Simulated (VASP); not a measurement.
Wanted: the native input for a VASP 6.6.1 run.

```yaml
Task: relaxation of shape and atoms at fixed volume
Functional: r2SCAN
Potentials_or_basis: VASP PAW PBE potentials, release 64 (Zr_sv)
Cutoff: 600 eV
k_mesh: 9 × 9 × 12
Occupations: methfessel-paxton, width 0.1 eV
Spin: no spin polarisation
Further_INCAR_settings: ALGO = Normal; EDIFF = 1e-07; IBRION = 2; EDIFFG = -0.01; NSW = 40; ISIF = 4
```

The structure of Zr lies in POSCAR:

```
Zr                                      
1.0
    5.1335484461      0.0000000000      0.0000000000
   -2.5667742231      4.4457833637      0.0000000000
    0.0000000000      0.0000000000      3.2239558031
  Zr            
     3
Direct
     0.6666666699999979    0.3333333300000021    0.5000000000000000
     0.3333333300000021    0.6666666699999979    0.5000000000000000
     0.0000000000000000    0.0000000000000000    0.0000000000000000
```

The cell was built by a generator and needn't be a form met in nature.

The cell isn't the ideal one: a relaxed cell with its volume scaled by 1.06.

The input as run:

INCAR

```
PREC = Accurate ; ENCUT = 600
EDIFF = 1E-7 ; ISMEAR = 1
SIGMA = 0.1 ; LREAL = F
LASPH = T ; NELM = 80
ALGO = Normal ; ISIF = 4
LWAVE = F ; LCHARG = F
METAGGA = R2SCAN ; LMIXTAU = T
IBRION = 2 ; NSW = 40
EDIFFG = -0.01
```

KPOINTS

```
Automatic mesh
0
Gamma
  9 9 12
```

Potentials or basis: VASP PAW PBE potentials, release 64 (Zr_sv).

Launch:

```sh
$ cat potpaw_PBE.64/Zr_sv/POTCAR > POTCAR
$ mpirun -np 1 vasp_std > vasp.out
```

Results of the run:

```yaml
Energy_gained_by_relaxing: 0.1 meV/atom
Ionic_steps: 2
Pressure_after_relaxing: -5.1 GPa
Band_gap_on_the_k_mesh: none (metal or under the smearing width)
```

Caveat: the PAW data sets were made with another functional, which shifts forces and pressure a little.

It took 14 min on 1 thread of Intel(R) Xeon(R) Platinum 8488C (Sapphire Rapids), with other jobs on the host, peak memory 0.32 GiB.
